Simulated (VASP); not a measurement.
Si:

```
Si
1.0
     2.62054    0.00000    0.00000
    -1.31027    2.26946    0.00000
     0.00000    0.00000    2.46635
Si
1
Cartesian
  0.0000 0.0000 0.0000
```

This isn't the form of Si at room conditions, which is diamond.

| Quantity | Value |
| --- | --- |
| Program | VASP 6.6.1 |
| Task | relaxation of cell and atoms |
| Functional | rev-vdW-DF2 |
| Potentials or basis | VASP PAW PBE potentials, release 64 (Si) |
| Cutoff | 600 eV |
| k mesh | 12 × 12 × 11 |
| Occupations | fermi-dirac, width 0.05 eV |
| Spin | no spin polarisation |

At the start: pressure 3.7 GPa; volume 14.67 Å³/atom.

Question: Where does the relaxation end?

Answer: Over 7 steps the energy falls by 6.2 meV/atom and the volume is 15.14 Å³/atom (+3.2 %); space group P6/mmm (No. 191, to 0.05 Å).

Step by step:
```
step  energy change (eV)  largest force (eV/Å)  pressure (GPa)  volume (Å³)
   1              0.0000                0.0000            3.67        14.67
   2             -0.0041                0.0000           -1.73        15.39
   3             -0.0061                0.0000            0.10        15.12
   4             -0.0061                0.0000            0.15        15.11
   5             -0.0062                0.0000            0.03        15.14
   6             -0.0062                0.0000            0.07        15.13
   7             -0.0062                0.0000           -0.03        15.14
```

Final structure:
```cif
data_structure
_symmetry_space_group_name_H-M 'P 1'
_symmetry_Int_Tables_number 1
_cell_length_a 2.6411
_cell_length_b 2.6411
_cell_length_c 2.5068
_cell_angle_alpha 90.000
_cell_angle_beta 90.000
_cell_angle_gamma 120.000
_cell_volume 15.14
loop_
_atom_site_label
_atom_site_type_symbol
_atom_site_fract_x
_atom_site_fract_y
_atom_site_fract_z
_atom_site_occupancy
Si1 Si 0.00000 0.00000 0.00000 1
```

Caveat: the PAW data sets were made with another functional, which shifts forces and pressure a little.
